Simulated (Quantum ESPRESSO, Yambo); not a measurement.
An input for Yambo 5.3.0 (BaS (Fm-3m)):

```
optics
bss
bse
em1s
dipoles
rim_cut
RandQpts= 1000000
RandGvec= 1 RL
Chimod= "HARTREE"
BSKmod= "SEX"
BSEmod= "resonant"
BSSmod= "h"
BSENGexx= 20 Ry
BSENGBlk= 4 Ry
% BSEQptR
 1 | 1 |
%
% BSEBands
 6 | 14 |
%
% BEnRange
 0 | 9 | eV
%
% BDmRange
 0.1 | 0.1 | eV
%
BEnSteps= 181
% BLongDir
 1 | 0 | 0 |
%
% BndsRnXs
 2 | 23 |
%
NGsBlkXs= 4 Ry
% LongDrXs
 1 | 1 | 1 |
%
% KfnQP_E
 1.433 | 1.0 | 1.0 |
%
BSHayTrs= -0.02
FFTGvecs= 30 Ry
```

```sh
OMP_NUM_THREADS=1 mpirun -n 4 yambo -F bse14.in -J bse14,bse12_W -C bse14 > bse14.log
```

The stored states that it reads are on a 10×10×10 mesh. It takes space group Fm-3m (No. 225, cubic). The conventional cell has a = 6.388 Å, b = 6.388 Å, c = 6.388 Å, α = 90.00°, β = 90.00°, γ = 90.00°. Nearest to Ba lie 6 S at 3.19 Å. Nearest to S lie 6 Ba at 3.19 Å. Farther neighbours and most contacts between anions are not listed.

**Question.** Estimate wall time and host memory on 4 MPI ranks of Arm Neoverse V1, shared host.

It took 8.3 min; on shared hardware allow 4.1 min to 17 min. Peak host memory was 4.3 GiB.

The kernel grows as the square of the matrix size, and full diagonalisation as its cube.

[Paths, hosts, dates, memory and timing lines, banners, echoed tables and standing remarks are left out of the program output.]

[Logs are printed without paths, hosts, clocks, repeated set-up lines and the standing remarks that a program may print on its own settings, such as how far it seeks lower states.]

[Runs of the session that timed out or met a known fault of the program may be left out.]

[Hosts, paths, dates, database ids (printed as entryN), source tags and the programs' standing remarks are cut or masked in the printed files.]
